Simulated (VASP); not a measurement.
Br, 4 atoms in the cell. It takes space group Cmce (No. 64, orthorhombic). The conventional cell has a = 4.867 Å, b = 3.308 Å, c = 7.590 Å, α = 90.00°, β = 90.00°, γ = 90.00°. Br (site symmetry m) has 3 Br at 2.27 to 2.54 Å as nearest neighbours. 

| Item | Value |
| --- | --- |
| Program | VASP 6.6.1 |
| Task | relaxation of cell and atoms |
| Functional | LDA |
| Potentials or basis | VASP PAW LDA potentials, release 64 (Br) |
| Cutoff | 600 eV |
| k mesh | 10 × 10 × 4 |
| Occupations | gaussian, width 0.03 eV |
| Spin | no spin polarisation |
| Target pressure | 72 GPa |
| Further INCAR settings | ALGO = Normal; EDIFF = 1e-06; IBRION = 2; EDIFFG = -0.01; NSW = 90; ISIF = 3 |
| Target pressure | 72 GPa |

Potentials or basis: VASP PAW LDA potentials, release 64 (Br).

Launch:

```sh
$ cat potpaw_LDA.64/Br/POTCAR > POTCAR
$ mpirun -np 1 vasp_std > vasp.out
```

Hardware: 1 thread of AMD EPYC 9R45 96-Core Processor (Zen 5) (shared host).

**Question.** Estimate the wall time of this run.

**Answer.** It took 14 min on 1 thread of AMD EPYC 9R45 96-Core Processor (Zen 5), with other jobs on the host, peak memory 0.22 GiB. Counts: scf iterations 227, k points 93, ion steps 36.
